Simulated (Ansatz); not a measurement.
An input for Ansatz 0.2.0 (CdO (Monteponite)):

The input input.yaml:

```yaml
crystal:
  lattice:
    - [0.0, 2.3495, 2.3495]
    - [2.3495, 0.0, 2.3495]
    - [2.3495, 2.3495, 0.0]
  atoms:
    - { symbol: Cd, position: [0.0, 0.0, 0.0] }
    - { symbol: O, position: [0.5, 0.5, 0.5] }
hamiltonian:
  xc:
    exchange: hjs_pbesol
    correlation: pbesol
    exx: { coeff: 0.25, omega: 0.207 }
  pseudopotentials: { kind: paw, accuracy: standard, xc_functional: pbe }
kpoints:
  mp_grid: { grid: [6, 6, 6] }
scf:
  occupations: { method: fermi_dirac, width: 0.1 }
  algorithm: direct_min
  lower_state_search: "off"
  initial_density: { chi_scale: 0.1 }
output:
  forces: true
  stress: true
  eigenvalues: true
  bader: true
  populations: intrinsic
```

Potentials or basis: SSSP efficiency PAW.

The run is started by

```sh
$ ansatz run input.yaml --threads 1 --pin off --max-ram 2560MiB --backend cpu --events-out ev --progress --plain --runs-dir out
```

Does this run start?

The run stopped without a result. It printed:

Output:

```text
Error: scf.algorithm: direct_min / scf.convergence.dm_fallback with hamiltonian.xc: <hybrid> without scf.eigensolver.kind.support_functions — direct minimisation on plane waves has no term of exact exchange; use an LDA or a GGA, or take scf.algorithm: direct_min and scf.convergence.dm_fallback out of the deck
```
